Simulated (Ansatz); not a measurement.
# CoSi₂: pressure against volume

Reference cell: a structure deposited in the COD, whose atoms a relaxation with PBE at fixed cell left in place.

```yaml
crystal:
  lattice:
    - [0.00000, 2.68250, 2.68250]
    - [2.68250, 0.00000, 2.68250]
    - [2.68250, 2.68250, 0.00000]
  atoms:
    - { symbol: Co, position: [0.00000, 0.00000, 0.00000] }
    - { symbol: Si, position: [0.25000, 0.25000, 0.25000] }
    - { symbol: Si, position: [0.75000, 0.75000, 0.75000] }
```

Atoms are numbered from 1 in the order listed; like atoms form one site, named after its first atom.

The numbers come from a DFT calculation in Ansatz (PBE, plane waves and PAW, scalar-relativistic, collinear spin, 420 eV cutoff, Γ-centred 15×15×15 k-points, Fermi–Dirac smearing 0.05 eV). Start moments as typed (μB): 2 on each Co, none on the rest.

The cell is scaled uniformly, and the ions relax again at each size.

| V/V₀ | pressure (GPa) |
| --- | --- |
| 0.94 | ? |
| 0.96 | 7.4 |
| 0.98 | 3.2 |
| 1.00 | -0.5 |
| 1.02 | -3.9 |
| 1.04 | -6.9 |
| 1.06 | -9.5 |

Task: Estimate the row at V/V₀ = 0.94, the equilibrium volume and the bulk modulus.

Result: pressure (GPa): 12.1. Worked: a parabola in ln(V/V₀) through the other 6 rows gives 12.0 GPa there. It crosses zero pressure at V/V₀ = 0.997, the equilibrium volume of this functional, where the bulk modulus is B = −dP/d ln V = 180 GPa.

The start moments die out, and the run ends without spin.
